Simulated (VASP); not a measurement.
CdTe in VASP 6.6.1, single-point calculation

INCAR

```
ISIF = 2
LREAL = .FALSE.
NSW = 0
LCHARG = .FALSE.
GGA = PE
NELM = 73
PREC = Accurate
EDIFF = 1E-7
NBANDS = 16
LWAVE = .FALSE.
LASPH = .TRUE.
ENCUT = 520
ISMEAR = 0
SIGMA = 0.3
IBRION = -1
```

KPOINTS

```
KPOINTS created by Atomic Simulation Environment
0
Gamma
6 6 6
0 0 0
```

POSCAR

```
Cd Te
 1.0000000000000000
    -0.0000000000000000    3.2799551161722134    3.2799551161722134
     3.2799551161722134    0.0000000000000000    3.2799551161722134
     3.2799551161722134    3.2799551161722134    0.0000000000000000
 Cd  Te
   1   1
Cartesian
  0.0000000000000000  0.0000000000000000 -0.0000000000000000
  1.6399775580861065  1.6399775580861065  1.6399775580861065
```

The recommended PBE PAW datasets give the neutral cell 18 valence electrons.

Command

```
mpirun -np 1 vasp_std
```

Problem. Predict the outcome of this run.

Solution. It converged. Results: gap between bands v and c on the k mesh 0.66 eV; least direct gap on the k mesh 0.66 eV; pressure 1.1 GPa. Band v is the last that the valence electrons fill when counted band by band, and c is the next.

OSZICAR

```
N       E                     dE             d eps       ncg     rms          rms(c)
DAV:   1     0.993782638218E+02    0.99378E+02   -0.83171E+03   520   0.972E+02
DAV:   2    -0.150848444660E+01   -0.10089E+03   -0.96064E+02   592   0.235E+02
DAV:   3    -0.500165324930E+01   -0.34932E+01   -0.34882E+01   640   0.459E+01
DAV:   4    -0.503329763347E+01   -0.31644E-01   -0.31643E-01   736   0.377E+00
DAV:   5    -0.503337165286E+01   -0.74019E-04   -0.74019E-04   672   0.178E-01    0.520E+00
DAV:   6    -0.481398020639E+01    0.21939E+00   -0.37348E-01   600   0.713E+00    0.431E+00
DAV:   7    -0.479860947258E+01    0.15371E-01   -0.10318E-01   568   0.207E+00    0.168E+00
DAV:   8    -0.479957271847E+01   -0.96325E-03   -0.10297E-02   576   0.114E+00    0.450E-01
DAV:   9    -0.479990944144E+01   -0.33672E-03   -0.95275E-04   592   0.316E-01    0.102E-01
DAV:  10    -0.479996816415E+01   -0.58723E-04   -0.11005E-04   632   0.999E-02    0.553E-02
DAV:  11    -0.480000862209E+01   -0.40458E-04   -0.80829E-05   584   0.551E-02    0.376E-02
DAV:  12    -0.480000775861E+01    0.86348E-06   -0.30933E-06   640   0.133E-02    0.224E-02
DAV:  13    -0.480000754444E+01    0.21416E-06   -0.63811E-07   616   0.371E-03    0.128E-02
DAV:  14    -0.480000763408E+01   -0.89632E-07   -0.88855E-07   584   0.523E-03
   1 F= -.48000076E+01 E0= -.47995245E+01  d E =-.966243E-03
```

For comparison, a separate PBE run of the intended cell, on usual settings and not on those above, gives a gap of 0.66 eV on its mesh and a pressure of 1.1 GPa.
